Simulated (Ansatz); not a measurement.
**What a trial cell of Nb relaxes into**

The calculation used DFT PBE, scalar-relativistic, plane waves, PAW in Ansatz.

The start is a random cell of Nb without symmetry, drawn with lower limits on the distances.

Input of the last, converged step (default PAW datasets):

```yaml
crystal:
  lattice:
    - [-1.6564922842, 1.6564922842, 1.6564922842]
    - [1.6564922842, -1.6564922842, 1.6564922842]
    - [1.6564922842, 1.6564922842, -1.6564922842]
  atoms:
    - { symbol: Nb, position: [0.0, 0.0, 0.0] }
basis:
  ecutwfc: 420
kpoints:
  mp_grid: { grid: [24, 24, 24] }
hamiltonian:
  xc: pbe
scf:
  occupations: { method: gaussian, width: 0.1 }
output:
  forces: true
  stress: true
  eigenvalues: true
relax:
  adjacent_minimum: "off"
  f_tol: 0.01
  max_steps: 80
  cell: { stress_tol: 0.05 }
```

It can be run as:

```bash
ansatz run input.yaml --threads 4 --pin off --backend cpu --events-out ev --progress --plain --runs-dir out  # memory cap (--max-ram) not shown
```

End of the output:

```
SCF converged after 3 iterations
Free energy (F): -4552.287328 eV
Harris-Foulkes:  -4552.287328 eV  (|F-HF|=3.64e-12)
Internal energy: -4552.279846 eV  (E = F + TS)
E sigma→0 (E₀):  -4552.283587 eV
Entropy (-TS):   -0.007481 eV (-7.481 meV/atom)
Fermi energy:    17.649078 eV
--- Per-component energies (eV) ---
  E_band       = -69.101319
  E_kinetic    = 394.990212
  E_local      = -697.228469  (includes V_loc(G=0)·N_el)
  E_nonlocal   = 119.898291
  E_hartree    = 217.019565
  E_xc         = -175.671315
  E_vxc        = -213.127731  (∫ρ·V_xc dr)
  E_paw        = -3073.415188  (= ΣΔE_a)
  E_vpaw       = -107.672725  (= ΣTr[D̂ρ^β])
  E_aug_tail   = 0.000006  (compensation charges beyond the density's cutoff)
  E_ewald      = -1337.872949
  E_smearing   = -0.007481  (= −TS)
  E_closure    =  0.000000  (closes the sum)
  Σ components = -4552.287328   (vs F -4552.287328, Δ=0.00e0)
--- Forces (eV/Å), atoms counted from 1 ---
  atom   1  Nb     0.00000000     0.00000000     0.00000000
  max |Σ_I F_I| component: 5.75e-32 eV/Å
--- Stress (GPa, compression-positive) ---
       -0.004113       0.000000       0.000000
        0.000000      -0.004113       0.000000
        0.000000       0.000000      -0.004113
  P = ⅓ Tr σ = -0.0041 GPa (-0.041 kbar)
--- Relaxed structure (3 steps of the walk, 2 accepted, 1 SCFs on fresh bases) ---
  F+E_penalty+E_count = -4552.28732775 eV   max|allowed force component| = 0.000e0 eV/Å   (the final SCF, on the basis selected at the relaxed cell)
  cell:  # Å, volume = 18.1293 Å³
    - [-1.654907, 1.654907, 1.654907]
    - [1.654907, -1.654907, 1.654907]
    - [1.654907, 1.654907, -1.654907]
  atoms:
    - { symbol: Nb, position: [0.0, 0.0, 0.0] }
```

Total energies depend on the potentials used, so only differences within one code and one set of settings carry meaning.

The result has space group Im-3m (No. 229). Nb is coordinated by 8 Nb at 2.87 Å and 6 Nb at 3.31 Å.

Symmetry constrained the relaxation, so the result can be a saddle point.